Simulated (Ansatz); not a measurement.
# Lattice vibrations of SnSe at Γ

Computed with DFT PBE, scalar-relativistic, plane waves, PAW in Ansatz. Settings: 420 eV plane-wave cutoff, Γ-centred 10×10×10 mesh, Gaussian smearing of 0.01 eV. No spin polarisation. Phonons by linear response, acoustic sum rule imposed.

Relaxed structure:
```yaml
crystal:
  lattice:
    - [0.00000, 3.39006, 3.39006]
    - [3.39006, 0.00000, 3.39006]
    - [3.39006, 3.39006, 0.00000]
  atoms:
    - { symbol: Sn, position: [0.00000, 0.00000, 0.00000] }
    - { symbol: Se, position: [0.25000, 0.25000, 0.25000] }
```

The structure comes from a generated guess, relaxed at this level; another structure or a mixture of phases may lie lower. Spin–orbit coupling is left out, which matters for heavy elements.

Optical modes at Γ:
| frequency (cm⁻¹) | degeneracy |
| --- | --- |
| 111 | 3 |

All 3 optical modes at Γ are real: no displacement of atoms at fixed cell lowers the energy to second order. Strains and modes at other wave vectors aren't tested by this run.
